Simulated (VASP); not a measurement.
**VASP 6.6.1, r²SCAN single-point calculation, CaO (strained rocksalt)**

INCAR

```
LCHARG = .TRUE.
EDIFF = 1E-7
ALGO = Normal
LWAVE = .FALSE.
METAGGA = R2SCAN
NELM = 120
LASPH = .TRUE.
NSW = 0
SIGMA = 0.01
IBRION = -1
LELF = .TRUE.
ISMEAR = 0
LREAL = .FALSE.
PREC = Accurate
ENCUT = 520
NBANDS = 15
ISIF = 2
```

KPOINTS

```
KPOINTS created by Atomic Simulation Environment
0
Gamma
10 10 10
0 0 0
```

KPOINTS_OPT

```
special points
7
Reciprocal
0.0000000000 0.0000000000 0.0000000000 1
0.5000000000 0.0000000000 0.5000000000 1
0.6250000000 0.2500000000 0.6250000000 1
0.3750000000 0.3750000000 0.7500000000 1
0.5000000000 0.5000000000 0.5000000000 1
0.5000000000 0.2500000000 0.7500000000 1
0.5000000000 0.5000000000 0.0000000000 1
```

POSCAR

```
Ca O
 1.0000000000000000
    -0.0193002784750000    2.3975501188249999    2.3975501188247987
     2.3975501188249999   -0.0193002784750000    2.3975501188247987
     2.3782498404000001    2.3782498404000001    0.0000000000495975
 Ca  O
   1   1
Cartesian
  0.0000000000000000  0.0000000000000000  0.0000000000000000
  2.3782498403750001  2.3782498403750001  2.3975501188495976
```

VASP ran with the recommended PBE PAW datasets (16 valence electrons in the cell).

Command

```
mpirun -np 1 vasp_std
```

OSZICAR

```
N       E                     dE             d eps       ncg     rms          rms(c)
DAV:   1     0.118404006105E+03    0.11840E+03   -0.85231E+03  5130   0.111E+03
DAV:   2    -0.197005621827E+02   -0.13810E+03   -0.12894E+03  6328   0.299E+02
DAV:   3    -0.251353720739E+02   -0.54348E+01   -0.53886E+01  6552   0.618E+01
DAV:   4    -0.252740166961E+02   -0.13864E+00   -0.13858E+00  6267   0.911E+00
DAV:   5    -0.252769009146E+02   -0.28842E-02   -0.28842E-02  6151   0.117E+00    0.769E+00
DAV:   6    -0.193186605802E+02    0.59582E+01   -0.34735E+00  6915   0.231E+01    0.259E+00
DAV:   7    -0.194492275376E+02   -0.13057E+00   -0.49757E-01  5375   0.504E+00    0.193E+00
DAV:   8    -0.194853842528E+02   -0.36157E-01   -0.17808E-01  5158   0.460E+00    0.139E+00
DAV:   9    -0.194517493648E+02    0.33635E-01   -0.83329E-02  5510   0.289E+00    0.132E-01
DAV:  10    -0.194512073337E+02    0.54203E-03   -0.41204E-03  5795   0.621E-01    0.746E-02
DAV:  11    -0.194513577546E+02   -0.15042E-03   -0.60593E-04  6181   0.219E-01    0.485E-02
DAV:  12    -0.194512999220E+02    0.57833E-04   -0.15117E-04  6306   0.108E-01    0.862E-03
DAV:  13    -0.194513008485E+02   -0.92647E-06   -0.83318E-06  6048   0.301E-02    0.707E-03
DAV:  14    -0.194513005282E+02    0.32026E-06   -0.35726E-07  6488   0.512E-03    0.442E-03
DAV:  15    -0.194513001026E+02    0.42560E-06   -0.11260E-06  5459   0.832E-03    0.106E-03
DAV:  16    -0.194513001847E+02   -0.82107E-07   -0.51743E-08  3006   0.223E-03
   1 F= -.19451300E+02 E0= -.19451300E+02  d E =-.641154E-33
       N       E                     dE             ncg
DAV:   1     0.403644640693E+04   -0.48958E+04      210
DAV:   2     0.310634713338E+04   -0.93010E+03      252
DAV:   3     0.307594307405E+04   -0.30404E+02      266
DAV:   4     0.307490661486E+04   -0.10365E+01      293
DAV:   5     0.307489959367E+04   -0.70212E-02      245
DAV:   6     0.307489946666E+04   -0.12701E-03      291
DAV:   7     0.307489946622E+04   -0.43198E-06      252
DAV:   8     0.307489946622E+04   -0.77544E-08      197
```

From OUTCAR

```
k-points           NKPTS =    171   k-points in BZ     NKDIM =    171   number of bands    NBANDS=     15

   NELECT =      16.0000    total number of electrons

   dimension x,y,z NGX =    28 NGY =   28 NGZ =   28
   dimension x,y,z NGXF=    56 NGYF=   56 NGZF=   56

  energy-cutoff  :      520.00
  volume of cell :       27.56
      direct lattice vectors                 reciprocal lattice vectors
    -0.019300278  2.397550119  2.397550119    -0.206880823  0.206880823  0.208546214
     2.397550119 -0.019300278  2.397550119     0.206880823 -0.206880823  0.208546214
     2.378249840  2.378249840  0.000000000     0.210238635  0.210238635 -0.208546214

 k-points in reciprocal lattice and weights: KPOINTS created by Atomic Simulation Env
   0.00000000  0.00000000  0.00000000       0.001
   0.10000000  0.00000000 -0.00000000       0.004
   0.20000000  0.00000000 -0.00000000       0.004
   0.30000000  0.00000000 -0.00000000       0.004
   0.40000000  0.00000000 -0.00000000       0.004
   0.50000000  0.00000000 -0.00000000       0.002
   0.10000000  0.10000000 -0.00000000       0.002
   0.20000000  0.10000000 -0.00000000       0.004
   ...

 E-fermi :   2.1643

 k-point     1 :       0.0000    0.0000    0.0000
  band No.  band energies     occupation
      1     -36.9720      2.00000
      2     -16.8587      2.00000
      3     -16.8587      2.00000
      4     -16.8583      2.00000
      5     -14.4313      2.00000
      6       2.0293      2.00000
      7       2.0555      2.00000
      8       2.0841      2.00000
      9       7.5403      0.00000
     10       8.8434      0.00000
     11       8.9265      0.00000
     12       9.0084      0.00000
     13      10.5353      0.00000
     14      10.5360      0.00000
     15      17.8757      0.00000

 k-point     2 :       0.1000    0.0000   -0.0000
  band No.  band energies     occupation
      1     -36.9623      2.00000
      2     -17.0261      2.00000
      3     -16.8634      2.00000
      4     -16.8630      2.00000
      5     -14.2576      2.00000
      6       1.6925      2.00000
      7       1.9093      2.00000
      8       1.9492      2.00000
      9       7.9933      0.00000
     10       8.8397      0.00000
     11       9.0764      0.00000
     12       9.1814      0.00000
     13      10.7800      0.00000
     14      10.7811      0.00000
     15      18.2794      0.00000

 k-point     3 :       0.2000    0.0000   -0.0000
  band No.  band energies     occupation
      1     -36.9369      2.00000
      2     -17.3895      2.00000
      3     -16.8766      2.00000
      4     -16.8743      2.00000
      5     -13.8769      2.00000
      6       0.9371      2.00000
      7       1.5762      2.00000
      8       1.6234      2.00000
      9       8.8453      0.00000
     10       9.0813      0.00000
     11       9.5563      0.00000
     12       9.6596      0.00000
     13      11.4178      0.00000
     14      11.4208      0.00000
     15      18.8899      0.00000

 k-point     4 :       0.3000    0.0000   -0.0000
  band No.  band energies     occupation
      1     -36.9053      2.00000
      2     -17.7537      2.00000
      3     -16.8930      2.00000
      4     -16.8881      2.00000
      5     -13.4895      2.00000
      6       0.1691      2.00000
      7       1.2092      2.00000
      8       1.2635      2.00000
      9       9.1053      0.00000
     10      10.1613      0.00000
     11      10.2974      0.00000
     12      10.3160      0.00000
     13      12.2318      0.00000
     14      12.2372      0.00000
     15      18.4888      0.00000

 k-point     5 :       0.4000    0.0000   -0.0000
  band No.  band energies     occupation
      1     -36.8796      2.00000
      2     -18.0078      2.00000
      3     -16.9060      2.00000
      4     -16.8992      2.00000
      5     -13.2145      2.00000
      6      -0.3742      2.00000
      7       0.9397      2.00000
      8       0.9991      2.00000
      9       9.5207      0.00000
     10      10.8006      0.00000
     11      10.9161      0.00000
     12      11.0926      0.00000
     13      12.9689      0.00000
     14      12.9753      0.00000
     15      17.6445      0.00000

 k-point     6 :       0.5000    0.0000   -0.0000
  band No.  band energies     occupation
      1     -36.8697      2.00000
      2     -18.0981      2.00000
      3     -16.9110      2.00000
      4     -16.9034      2.00000
      5     -13.1157      2.00000
      6      -0.5687      2.00000
      7       0.8422      2.00000
      8       0.9033      2.00000
      9       9.7630      0.00000
     10      11.0596      0.00000
     11      11.1647      0.00000
     12      11.3314      0.00000
     13      13.2945      0.00000
     14      13.3010      0.00000
     15      17.3106      0.00000

 k-point     7 :       0.1000    0.1000   -0.0000
  band No.  band energies     occupation
      1     -36.9588      2.00000
      2     -17.0386      2.00000
      3     -16.8815      2.00000
      4     -16.8798      2.00000
      5     -14.2195      2.00000
      6       1.4732      2.00000
      7       1.9473      2.00000
      8       2.0058      2.00000
      9       8.0592      0.00000
     10       8.5691      0.00000
     11       9.2372      0.00000
     12       9.3897      0.00000
     13      10.6368      0.00000
     14      11.0898      0.00000
     15      18.4468      0.00000

 k-point     8 :       0.2000    0.1000   -0.0000
  band No.  band energies     occupation
      1     -36.9385      2.00000
      2     -17.2982      2.00000
      3     -16.9023      2.00000
      4     -16.8894      2.00000
      5     -13.9548      2.00000
      6       0.9215      2.00000
      7       1.7011      2.00000
      8       1.8248      2.00000
      9       8.3571      0.00000
     10       8.8000      0.00000
     11       9.6792      0.00000
     12       9.8768      0.00000
     13      10.9670      0.00000
     14      11.7522      0.00000
     15      19.0701      0.00000

 k-point     9 :       0.3000    0.1000    0.0000
  band No.  band energies     occupation
      1     -36.9090      2.00000
      2     -17.6303      2.00000
      3     -16.9222      2.00000
      4     -16.9010      2.00000
      5     -13.6230      2.00000
      6       0.3323      2.00000
      7       1.2931      2.00000
      8       1.5046      2.00000
      9       8.4895      0.00000
     10       9.8726      0.00000
     11      10.2361      0.00000
     12      10.5108      0.00000
     13      11.6564      0.00000
     14      12.5154      0.00000
     15      18.9230      0.00000

 k-point    10 :       0.4000    0.1000   -0.0000
  band No.  band energies     occupation
      1     -36.8815      2.00000
      2     -17.8975      2.00000
      3     -16.9319      2.00000
      4     -16.9230      2.00000
      5     -13.3496      2.00000
      6      -0.1499      2.00000
      7       0.9732      2.00000
      8       1.1864      2.00000
      9       8.9386      0.00000
     10      10.4660      0.00000
     11      11.0603      0.00000
     12      11.1514      0.00000
     13      12.4897      0.00000
     14      13.1700      0.00000
     15      17.9163      0.00000

 k-point    11 :       0.5000    0.1000   -0.0000
  band No.  band energies     occupation
      1     -36.8666      2.00000
      2     -18.0309      2.00000
      3     -16.9471      2.00000
      4     -16.9278      2.00000
      5     -13.2057      2.00000
      6      -0.4053      2.00000
      7       0.8537      2.00000
      8       0.9776      2.00000
      9       9.5299      0.00000
     10      10.4349      0.00000
     11      11.2563      0.00000
     12      11.8323      0.00000
     13      13.1363      0.00000
     14      13.5481      0.00000
     15      17.2586      0.00000

 k-point    12 :      -0.4000    0.1000   -0.0000
  band No.  band energies     occupation
      1     -36.8702      2.00000
      2     -18.0034      2.00000
      3     -16.9628      2.00000
      4     -16.9116      2.00000
      5     -13.2241      2.00000
      6      -0.3614      2.00000
      7       0.9357      2.00000
      8       0.9500      2.00000
      9       9.6119      0.00000
     10      10.3503      0.00000
     11      10.9767      0.00000
     12      11.7151      0.00000
     13      13.2402      0.00000
     14      13.3494      0.00000
     15      17.3920      0.00000

 k-point    13 :      -0.3000    0.1000    0.0000
  band No.  band energies     occupation
      1     -36.8908      2.00000
      2     -17.8224      2.00000
      3     -16.9626      2.00000
      4     -16.8892      2.00000
      5     -13.4028      2.00000
      6      -0.0184      2.00000
      7       1.0713      2.00000
      8       1.2255      2.00000
      9       9.1126      0.00000
     10      10.2575      0.00000
     11      10.3745      0.00000
     12      11.0023      0.00000
     13      12.5531      0.00000
     14      12.8109      0.00000
     15      18.2289      0.00000

 ...

  Total        0.1840532      0.1840532      0.1796008      0.2170941      0.0000000      0.0000000
  in kB       10.6991415     10.6991415     10.4403227     12.6198342      0.0000000      0.0000000
  external PRESSURE =      10.6128686 kB  Pullay stress =       0.0000000 kB

 POSITION                                       TOTAL-FORCE (eV/Angst)
 -----------------------------------------------------------------------------------
      0.00000      0.00000      0.00000         0.000000     -0.000000     -0.000000
      2.37825      2.37825      2.39755        -0.000000      0.000000      0.000000
 -----------------------------------------------------------------------------------
    total drift:                                0.000000      0.000000      0.000000

  FREE ENERGIE OF THE ION-ELECTRON SYSTEM (eV)
  ---------------------------------------------------
  free  energy   TOTEN  =       -19.4513001847 eV

  energy  without entropy=      -19.4513001847  energy(sigma->0) =      -19.45130018
```

The gap between bands v and c is 4.16 eV. The least direct gap is 4.52 eV. The pressure is 1.1 GPa.

Band v is the last that the valence electrons fill when counted band by band, and c is the next.

The run took about 4.9 min on one core of a shared host (Intel Xeon Platinum 8488C) and held 0.26 GiB at most.
